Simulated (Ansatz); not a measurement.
**Relaxing an invented P structure**

Theory: Ansatz 0.2.0, DFT PBE, scalar-relativistic, plane waves, PAW. Cutoff 420 eV, Gaussian smearing, Γ-centred meshes. Cell and atoms relax first on a coarse mesh and then on a finer one. In between, the cell is made exact in the group found at 0.06 Å. In metals the finer mesh still leaves noise of several meV/atom or more. The steps can't lower the symmetry of their start. No spin polarisation.

A trial structure of P was built thus: random cell by space group and Wyckoff sites (Cmmm, No. 65). Its size is a rough estimate.

```
P
1.0
     1.75394   -1.85013    0.00000
     1.75394    1.85013    0.00000
     0.00000    0.00000    2.84069
P
1
Direct
  0.00000 0.00000 0.00000
```

Energies count from the standard state of P at the same level. The references include black phosphorus.

**Question.** Where does the relaxation end?

**Answer.** The symmetry goes from Cmmm (No. 65) to Pm-3m (No. 221). The end has the simple cubic type. The volume per atom shrinks by 20.8 %, from 18.4 to 14.6 Å³. The shortest distance goes from 2.55 Å (P–P) to 2.44 Å (P–P). The energy falls by about 0.20 eV/atom (the start's value is from the coarse mesh). Conventional cell: a = 2.444 Å. P is surrounded by 6 P at 2.44 Å.

```
P
1.0
     2.44442    0.00000    0.00000
     0.00000    2.44442    0.00000
     0.00000    0.00000    2.44442
P
1
Cartesian
  0.0000 0.0000 0.0000
```

**Question.** How does it come out in energy, and is it a metal?

**Answer.**

| Item | Value |
| --- | --- |
| Energy over the standard state | +0.09 eV/atom |
| Gap on the 22×22×22 mesh of the 1-atom cell | 0 eV (a metal) |

It lies above the standard state, so it could only be metastable.

The last run used Gaussian smearing of 0.10 eV. The reference form of P is held partly by dispersion forces, which this level lacks. A later test with randomly moved atoms led to a structure 46 meV/atom lower, so this end is a saddle point or a shallow minimum. In all, the 3 runs took 98 s on 1 thread of Arm Neoverse N1, with other jobs on the host.
